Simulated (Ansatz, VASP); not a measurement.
## KTaO3: VASP beside Ansatz

Contents of INCAR:

```
ALGO     = Normal         # electronic algorithm
EDIFF    = 1E-7           # SCF threshold, eV
ENCUT    = 520            # plane-wave cutoff, eV
GGA      = PE             # functional
ISIF     = 2              # what is computed and relaxed
ISMEAR   = 0              # smearing method
LASPH    = T              # aspherical terms in the spheres
LCHARG   = F              # write CHGCAR
LREAL    = F              # projectors in reciprocal space
LWAVE    = F              # write WAVECAR
NBANDS   = 27             # bands
NELM     = 100            # most SCF steps
PREC     = Accurate       # precision mode
SIGMA    = 0.01           # smearing width, eV
```

Contents of KPOINTS:

```
k-points
0
Gamma
  6 6 6
```

The input POSCAR:

```
KTaO3
1.0
    3.9901311083      0.0000000000      0.0000000000
    0.0000000000      3.9901311083      0.0000000000
    0.0000000000      0.0000000000      3.9901311083
K Ta O
1 1 3
Direct
    0.0000000000      0.0000000000      0.0000000000
    0.5000000000      0.5000000000      0.5000000000
    0.5000000000      0.5000000000      0.0000000000
    0.5000000000      0.0000000000      0.5000000000
    0.0000000000      0.5000000000      0.5000000000
```

Input for Ansatz:

```yaml
crystal:
  lattice:
    - [3.9901311083, 0.0, 0.0]
    - [0.0, 3.9901311083, 0.0]
    - [0.0, 0.0, 3.9901311083]
  atoms:
    - { symbol: K, position: [0.0, 0.0, 0.0] }
    - { symbol: Ta, position: [0.5, 0.5, 0.5] }
    - { symbol: O, position: [0.5, 0.5, 0.0] }
    - { symbol: O, position: [0.5, 0.0, 0.5] }
    - { symbol: O, position: [0.0, 0.5, 0.5] }
kpoints:
  mp_grid: { grid: [6, 6, 6] }
hamiltonian:
  xc: pbe
scf:
  occupations: { method: fixed }
output:
  optics:
    e_range: [0, 14]
    de: 0.05
    sigma: 0.1
    bands: { spectra_wanted_up_to: 14 }
```

Alike in both runs: task single point; functional PBE; k mesh 6 × 6 × 6; no spin polarisation.

```csv
,VASP,Ansatz
version,VASP 6.6.1,Ansatz 0.2.0
potentials or method,"VASP PAW PBE potentials, release 64 (K_sv, Ta_pv, O)","plane waves, PAW"
plane-wave cutoff (eV),520,420
occupations,"gaussian, width 0.01 eV",fixed
valence electrons in the cell,38,40
```

```csv
,VASP,Ansatz,Ansatz less VASP
gap on the k mesh at the Fermi level (eV),2.17,2.22,+0.047
```

The two sets of potentials don't hold the same shells in valence.

Caveats: spin-orbit coupling is left out, which moves the levels of the heavy elements. A k mesh can miss the band edges.
